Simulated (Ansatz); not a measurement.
How much does the functional matter for the cell of PbS?

The starting cell is an entry of the Crystallography Open Database (1987):

```yaml
crystal:
  lattice:
    - [0.00000, 2.96575, 2.96575]
    - [2.96575, 0.00000, 2.96575]
    - [2.96575, 2.96575, 0.00000]
  atoms:
    - { symbol: Pb, position: [0.00000, 0.00000, 0.00000] }
    - { symbol: S, position: [0.50000, 0.50000, 0.50000] }
```

Atoms and cell were relaxed at zero pressure with plane-wave PAW DFT (Ansatz 0.2.0; one set of PAW datasets, made under PBE, for all functionals; 420 eV, r2SCAN 500 eV; 8×8×8 Γ-centred mesh, fermi-dirac occupations of width 0.020 eV; no spin polarisation, no spin-orbit coupling, no dispersion correction), keeping the symmetry (Fm-3m, No. 225).

**Question.** How do the functionals compare with each other and with the entry?

**Answer.** The relaxed conventional cells:

| functional | a (Å) | volume (Å³/atom) | formation energy (eV/atom) |
| --- | --- | --- | --- |
| LDA | 5.845 | 24.96 | -0.555 |
| PBEsol | 5.903 | 25.71 | -0.547 |
| PBE | 6.009 | 27.12 | -0.551 |
| r2SCAN | 5.976 | 26.67 | -0.667 |
| the entry | 5.931 | 26.09 | – |

LDA gives the smallest volume and PBE the largest, 8.6 % more, the usual order, since LDA overbinds and PBE's gradient terms loosen the lattice. Against the entry's volume: LDA -4.3 %, PBEsol -1.4 %, PBE +4.0 %, r2SCAN +2.3 %. No verdict is drawn from this: the entry is old or was flagged in a check, so the entry may be off as well as the functionals. The formation energies span 0.12 eV an atom, lowest under r2SCAN.

Caveats: each relaxation keeps the start's symmetry, so a distorted cell may lie lower; computed cells are at 0 K with fixed nuclei, while the entry holds thermal expansion, often some tenths of a per cent in volume and more in soft crystals; no spin-orbit coupling, which moves formation energies of heavy elements; formation energies are at zero smearing against the elements' usual phases under the same functional, gases as free molecules, uncorrected.
